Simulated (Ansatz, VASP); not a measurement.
ZrC in VASP and in Ansatz

```
CELL_PARAMETERS angstrom
0.00000 2.32073 2.32073
2.32073 0.00000 2.32073
2.32073 2.32073 0.00000
ATOMIC_POSITIONS crystal
Zr 0.49675 0.50325 0.50325
C 0.02471 0.97529 0.97529
```

Change from the starting cell: mode 4 frozen in at -0.115 Å, strain +e along z and -e/2 along x and y +0.0000.

Alike in both runs: task single point; functional LDA; k mesh 16 × 16 × 16; occupations gaussian, width 0.15 eV; no spin polarisation.

|  | VASP | Ansatz |
| --- | --- | --- |
| version | VASP 6.6.1 | Ansatz 0.2.0 |
| potentials or method | VASP PAW LDA potentials, release 64 (Zr_sv, C) | scalar-relativistic, plane waves, PAW |
| plane-wave cutoff (eV) | 520 | 520 |
| valence electrons in the cell | 16 | 16 |

|  | VASP | Ansatz | Ansatz less VASP |
| --- | --- | --- | --- |
| gap on the k mesh at the Fermi level (eV) | none | none | - |
| pressure (GPa) | 2.1 | 1.5 | -0.64 |
| largest component of the traceless stress (GPa) | 3.56 | 3.54 | -0.022 |
| rms of the force components (eV/Å) | 0.595 | 0.589 | -0.0065 |

Atom by atom the forces differ by 0.007 eV/Å (rms over components). A gap of «none» marks a metal or a gap that the smearing closes.

Caveats: forces of over 1 eV/Å show positions far from the minimum, so gaps and moduli don't describe the material at rest.
